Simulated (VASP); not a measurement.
Wanted: the native input for a VASP 6.6.1 run.

```
Task                   : relaxation of shape and atoms at fixed volume
Functional             : PBE
Potentials or basis    : VASP PAW PBE potentials, release 64 (Si)
Cutoff                 : 600 eV
k mesh                 : 12 × 12 × 6
Occupations            : gaussian, width 0.03 eV
Spin                   : no spin polarisation
Further INCAR settings : ALGO = Normal; EDIFF = 1e-07; IBRION = 2; EDIFFG = -0.01; NSW = 40; ISIF = 4
```

The structure of Si lies in POSCAR:

```
Si                                      
1.0
    2.6603578975      0.0000000000      0.0000000000
   -1.3301789488      2.3039375224      0.0000000000
    0.0000000000      0.0000000000      4.4736657696
  Si            
     2
Direct
     0.3333333300000021    0.6666666699999979    0.2500000000000000
     0.6666666699999979    0.3333333300000021    0.7500000000000000
```

This isn't the form of Si at room conditions, which is diamond.

The cell isn't the ideal one: a relaxed cell with its volume scaled by 0.96.

One way to write it, as run:

INCAR

```
ALGO = Normal
EDIFF = 1E-7
EDIFFG = -0.01
ENCUT = 600
GGA = PE
IBRION = 2
ISIF = 4
ISMEAR = 0
LASPH = T
LCHARG = F
LREAL = F
LWAVE = F
NELM = 80
NSW = 40
PREC = Accurate
SIGMA = 0.03
```

KPOINTS

```
k-points
0
Gamma
  12 12 6
```

Potentials or basis: VASP PAW PBE potentials, release 64 (Si).

The run is started by

```sh
$ cat potpaw_PBE.64/Si/POTCAR > POTCAR
$ mpirun -np 1 vasp_std > vasp.out
```

Results of the run:

```
Pressure after relaxing : 4.2 GPa
Band gap on the k mesh  : none (metal or under the smearing width)
```

Caveat: the relaxation stopped at its first step, so nothing moved.

It took 7.4 s on 1 thread of Intel(R) Xeon(R) 6975P-C (Granite Rapids), with other jobs on the host, peak memory 0.14 GiB.
